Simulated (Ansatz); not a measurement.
Runs of Ansatz 0.2.0 on Ge. Symmetry: Cmcm, No. 63, orthorhombic system. Conventional cell: a = 2.976 Å, b = 5.189 Å, c = 4.728 Å, α = 90.00°, β = 90.00°, γ = 90.00°. Ge (site symmetry m2m) is surrounded by 12 Ge at 2.92 to 2.99 Å. This isn't the form of Ge at room conditions, which is diamond.

```tsv
task	level	cell	smearing	gap on the mesh (eV)	pressure (GPa)	relaxed volume (Å³/atom)	largest force (eV/Å)
single point	PBE	as given	gaussian 0.025 eV	none	4.3	-	0.01
relaxation of cell and atoms	RPBE+D3(BJ)	relaxed	fermi-dirac 0.05 eV	none	0.0	(a)	-
single point	PBE	as given	gaussian 0.022 eV	none	4.3	-	0.01
single point	PBE	as given	gaussian 0.019 eV	none	4.3	-	0.01
single point	PBE	as given	gaussian 0.016 eV	none	4.3	-	0.02
single point	PBE	as given	gaussian 0.017 eV	none	4.3	-	0.01
relaxation of cell and atoms	PBEsol+D4	relaxed	fermi-dirac 0.05 eV	none	0.0	17.93	-
single point	PBE	as given	gaussian 0.027 eV	none	4.3	-	0.01
single point	PBE	as given	gaussian 0.023 eV	none	4.3	-	0.01
single point	PBE	as given	gaussian 0.026 eV	none	4.3	-	0.01
relaxation of cell and atoms	PBE+D4	relaxed	fermi-dirac 0.05 eV	none	0.0	18.51	-
single point	PBE	as given	gaussian 0.015 eV	none	4.3	-	0.02
```

Alike in all rows: potentials or basis Ansatz PAW; no spin polarisation; k mesh 10 × 10 × 6; cutoff (eV) 420.

Problem. Fill in the values left out.

Solution. (a) 15.36.

Caveats: the plane-wave basis is chosen anew once the cell has moved, so the energies of steps on either side of that aren't comparable (some runs); pairwise dispersion overbinds metals, which lowers pressure and volume (some runs); the PAW data sets come from PBE, with cores solved anew for the run's functional, which leaves a small shift of forces and pressure (some runs); the volume moved by over 15 % at a fixed basis, so the end points are rough (some runs).

A k mesh can miss the band edges, and the runs leave out spin-orbit coupling on Ge.

A gap of «none» marks a metal or a gap under the smearing width.
